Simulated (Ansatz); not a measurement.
## Relaxing Rh

Method: DFT PBE, scalar-relativistic, plane waves, PAW (Ansatz). Cutoff 420 eV, Γ-centred k mesh, Gaussian smearing, no spin polarisation in the final step.

Rh was placed on the sites of a reported K cell (Cmmm, No. 65), at a guessed volume.

```
CELL_PARAMETERS angstrom
2.28079 -3.40424 0.00000
2.28079 3.40424 0.00000
0.00000 0.00000 5.15628
ATOMIC_POSITIONS crystal
Rh 0.50000 0.00000 0.25000
Rh 0.00000 0.50000 0.75000
Rh 0.00000 0.50000 0.25000
Rh 0.50000 0.00000 0.75000
Rh 0.00000 0.00000 0.00000
```

Cell and atoms relax at zero pressure; the relaxation can't lower the symmetry of the start. After a coarse first stage the cell is made exact in the group found at 0.06 Å.

Energies count from the standard state of Rh at the same level.

(1) Which crystal results?

(2) What are its volume, energy, density and gap?

## Answers

(1) It ends in P4/mmm (No. 123). Conventional cell: a = 3.635 Å, c = 6.229 Å. Rh on Wyckoff site i (4 atoms of the primitive cell) is coordinated by 7 Rh at 2.46–2.62 Å; Rh on Wyckoff site a (1 atom of the primitive cell) has 8 Rh at 2.62 Å.

Space group P4/mmm (No. 123). a = 3.635 Å, b = 3.635 Å, c = 6.229 Å, α = 90.00°, β = 90.00°, γ = 90.00°
```tsv
atom	site	symmetry	x	y	z
Rh	4i	2mm.	0.5000	0.0000	0.3028
Rh	1a	4/mmm	0.0000	0.0000	0.0000
```

(2) The volume per atom is 16.46 Å³. The density is 10.38 g/cm³. The energy over the standard structure is 0.61 eV/atom. The gap on the 10×10×6 mesh is 0 eV (a metal).

The final run used a 10×10×6 mesh on its 5-atom cell and 0.10 eV smearing. For metals, differences of a few meV/atom aren't resolved. A structure relaxed within its symmetry needn't be a true minimum.